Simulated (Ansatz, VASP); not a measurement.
**One calculation of S, two programs**

The input INCAR:

```
SYSTEM = S
PREC = Accurate ; ENCUT = 600
EDIFF = 1E-6 ; ISMEAR = 0
SIGMA = 0.1 ; LREAL = .False.
LASPH = .True. ; NELM = 100
ALGO = Normal ; ISIF = 3
LWAVE = .False. ; LCHARG = .False.
GGA = PE ; IBRION = 2
NSW = 90 ; EDIFFG = -0.04
```

Contents of KPOINTS:

```
Automatic mesh
0
Gamma
  6 6 6
  0 0 0
```

Contents of POSCAR:

```
S
1.0
    0.0000000000      3.2008828057      5.0383430341
    1.8479943984      0.0000000000      5.0383430341
    1.8479943984      3.2008828057      0.0000000000
S
2
Direct
    0.1666700000      0.8333300000      0.1666700000
    0.8333300000      0.1666700000      0.8333300000
```

Input for Ansatz:

```yaml
crystal:
  lattice:
    - [0.0, 3.2008828057, 5.0383430341]
    - [1.8479943984, 0.0, 5.0383430341]
    - [1.8479943984, 3.2008828057, 0.0]
  atoms:
    - { symbol: S, position: [0.16667, 0.83333, 0.16667] }
    - { symbol: S, position: [0.83333, 0.16667, 0.83333] }
basis:
  ecutwfc: 420
kpoints:
  mp_grid: { grid: [6, 6, 6] }
hamiltonian:
  xc: pbe
scf:
  occupations: { method: gaussian, width: 0.1 }
  lower_state_search: "off"
output:
  forces: true
  stress: true
  eigenvalues: true
relax:
  adjacent_minimum: "off"
  f_tol: 0.04
  max_steps: 70
  cell: { stress_tol: 0.4 }
```

Alike in both runs: task relaxation of cell and atoms; functional PBE; k mesh 6 × 6 × 6; occupations gaussian, width 0.1 eV; no spin polarisation.

```csv
,VASP,Ansatz
version,VASP 6.6.1,Ansatz 0.2.0
potentials or method,"VASP PAW PBE potentials, release 64 (S)","scalar-relativistic, plane waves, PAW"
plane-wave cutoff (eV),600,420
valence electrons in the cell,12,12
```

VASP gave:

| Item | Value |
| --- | --- |
| gap on the k mesh at the Fermi level, each at its own relaxed structure (eV) | none |
| relaxed volume (Å³/atom) | 35.25 |
| relaxed cell length with the largest relative difference (Å) | 4.021 |
| energy change over the relaxation (meV/atom) | -207 |

Task: Estimate Ansatz's values.

Result: gap on the k mesh at the Fermi level, each at its own relaxed structure (eV): none; relaxed volume (Å³/atom): 38.02; relaxed cell length with the largest relative difference (Å): 4.292; energy change over the relaxation (meV/atom): -431.

A gap of «none» marks a metal or a gap that the smearing closes. One of these differences is far larger than is usual between the two programs; its cause wasn't traced.

Caveats: the volume moved by over 15 % at a fixed basis, so the end points are rough (VASP).
